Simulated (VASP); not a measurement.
These are vdW-DF2, VASP's PBE PAW potentials (set 64) (plane waves; VASP 6.6.1) values and carry that method's errors.

Input for VASP

**POSCAR**
```
CsBr
1
    4.4123297667     0.0000000000     0.0000000000
    0.0000000000     4.4123297667     0.0000000000
    0.0000000000     0.0000000000     4.4123297667
Cs Br
1 1
Direct
  0.0000000000   0.0000000000   0.0000000000
  0.5000000000   0.5000000000   0.5000000000
```

**INCAR**
```
# general
SYSTEM  =CsBr
PREC    =Accurate
ENCUT   =520
LREAL   =.False.
LASPH   =.True.   # aspherical one-centre terms

# electronic loop
EDIFF   =1E-7
NELM    =100   # most electronic steps
ALGO    =Normal   # blocked Davidson
LMAXMIX =4

# smearing
ISMEAR  =-5

# functional
GGA     =ML
LUSE_VDW=.True.
AGGAC   =0.0
ZAB_VDW =-1.8867

# ions
ISIF    =2   # forces and stress, cell fixed

# output
LWAVE   =.False.
LCHARG  =.True.
LORBIT  =11   # lm-projected
NEDOS   =601
```

### KPOINTS
```
Automatic mesh
0
Gamma
7 7 7
0 0 0
```

POTCAR, in this order: Cs_sv Br (PBE.64 set). Program: vasp_std.

The resulting files:

File OSZICAR:
```
       N       E                     dE             d eps       ncg     rms          rms(c)
DAV:   1     0.100094567743E+03    0.10009E+03   -0.66270E+03   480   0.112E+03
DAV:   2     0.602219103476E+01   -0.94072E+02   -0.88268E+02   700   0.178E+02
DAV:   3    -0.224835014238E+01   -0.82705E+01   -0.82434E+01   580   0.593E+01
DAV:   4    -0.234868671904E+01   -0.10034E+00   -0.10028E+00   572   0.771E+00
DAV:   5    -0.234959862781E+01   -0.91191E-03   -0.91171E-03   592   0.741E-01    0.188E+00
DAV:   6    -0.204257897576E+01    0.30702E+00   -0.50142E-01   544   0.372E+00    0.101E+00
DAV:   7    -0.198116263148E+01    0.61416E-01   -0.18924E-01   604   0.249E+00    0.554E-01
DAV:   8    -0.197456606683E+01    0.65966E-02   -0.15771E-02   548   0.107E+00    0.960E-02
DAV:   9    -0.197429600745E+01    0.27006E-03   -0.22880E-03   668   0.352E-01    0.702E-02
DAV:  10    -0.197437088018E+01   -0.74873E-04   -0.22020E-04   532   0.155E-01    0.880E-03
DAV:  11    -0.197438078574E+01   -0.99056E-05   -0.15849E-05   600   0.476E-02    0.295E-03
DAV:  12    -0.197438155524E+01   -0.76949E-06   -0.51690E-06   568   0.205E-02    0.189E-03
DAV:  13    -0.197438141957E+01    0.13567E-06   -0.43585E-07   596   0.421E-03    0.749E-04
DAV:  14    -0.197438157278E+01   -0.15321E-06   -0.11084E-07   404   0.207E-03    0.104E-04
DAV:  15    -0.197438158901E+01   -0.16232E-07   -0.17085E-08   336   0.953E-04
   1 F= -.19743816E+01 E0= -.19743816E+01  d E =0.000000E+00
```

OUTCAR:
```
------------------------ aborting loop because EDIFF is reached ----------------------------------------
  FORCE on cell =-STRESS in cart. coord.  units (eV):
  Direction    XX          YY          ZZ          XY          YZ          ZX
  --------------------------------------------------------------------------------------
  Total       -0.0131175     -0.0131175     -0.0131175     -0.0000000      0.0000000      0.0000000
  in kB       -0.2446567     -0.2446567     -0.2446567     -0.0000000      0.0000000      0.0000000
  external PRESSURE =      -0.2446567 kB  Pullay stress =       0.0000000 kB
  volume of cell :       85.90
      direct lattice vectors                 reciprocal lattice vectors
     4.412329767  0.000000000  0.000000000     0.226637639  0.000000000  0.000000000
     0.000000000  4.412329767  0.000000000     0.000000000  0.226637639  0.000000000
     0.000000000  0.000000000  4.412329767     0.000000000  0.000000000  0.226637639
 POSITION                                       TOTAL-FORCE (eV/Angst)
 -----------------------------------------------------------------------------------
      0.00000      0.00000      0.00000         0.000000      0.000000      0.000000
      2.20616      2.20616      2.20616         0.000000      0.000000      0.000000
 -----------------------------------------------------------------------------------
    total drift:                                0.000000      0.000000      0.000000
  FREE ENERGIE OF THE ION-ELECTRON SYSTEM (eV)
  ---------------------------------------------------
  free  energy   TOTEN  =        -1.9743815890 eV

  energy  without entropy=       -1.9743815890  energy(sigma->0) =       -1.97438159

 total charge

# of ion       s       p       d       tot
------------------------------------------
    1        1.804   4.652   0.025   6.481
    2        1.638   3.265   0.001   4.904
--------------------------------------------------
tot          3.442   7.917   0.026  11.385
```
(Selected blocks of OUTCAR.)

The compound is CsBr in the CsCl type structure. It was relaxed first, which changed the volume by +9 %.
